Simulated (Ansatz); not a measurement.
# Moving the dispersion correction in CdSe

The cell as given:

```cif
data_structure
_symmetry_space_group_name_H-M 'P 1'
_symmetry_Int_Tables_number 1
_cell_length_a 4.3420
_cell_length_b 4.3420
_cell_length_c 4.3420
_cell_angle_alpha 60.000
_cell_angle_beta 60.000
_cell_angle_gamma 60.000
_cell_volume 57.88
loop_
_atom_site_label
_atom_site_type_symbol
_atom_site_fract_x
_atom_site_fract_y
_atom_site_fract_z
_atom_site_occupancy
Cd1 Cd 0.00000 0.00000 0.00000 1
Se1 Se 0.25000 0.25000 0.25000 1
```

The cell is a database's computed one, not the measured one.

Kept alike: task relaxation of cell and atoms; functional PBEsol; k mesh 8 × 8 × 8; occupations fermi-dirac, width 0.05 eV; no spin polarisation. Program: Ansatz, Ansatz PAW, cutoff 420 eV. The mesh is that of the run's cell of 2 atoms. No spin-orbit coupling.

```csv
dispersion correction,band gap (eV),volume (Å³/atom)
D3(BJ),0.542,27.242
D3(BJ)-ATM,0.534,27.351
D4,0.519,27.571
none,0.480,28.131
```

Spin-orbit coupling, left out here, moves the band edges of heavy atoms and can close or invert small gaps. Gaps hold for each row's own relaxed cell. The relaxations keep at least the cell's symmetry (F-43m). Relaxations stop with a little pressure left, so the last digits of a volume or edge aren't settled. A gap read on the mesh alone can miss an edge between its points. All rows use potentials made for PBE.

Problem. What does the dispersion correction change here?

Solution. The band gap runs from 0.480 (none) to 0.542 eV (D3(BJ)). The volume runs from 27.242 (D3(BJ)) to 28.131 Å³/atom (none). Against no correction: D3(BJ) -3.2 %; D3(BJ)-ATM -2.8 %; D4 -2.0 %. Dispersion terms mostly attract and so lower the volume; the schemes' coefficients and damping set how far.
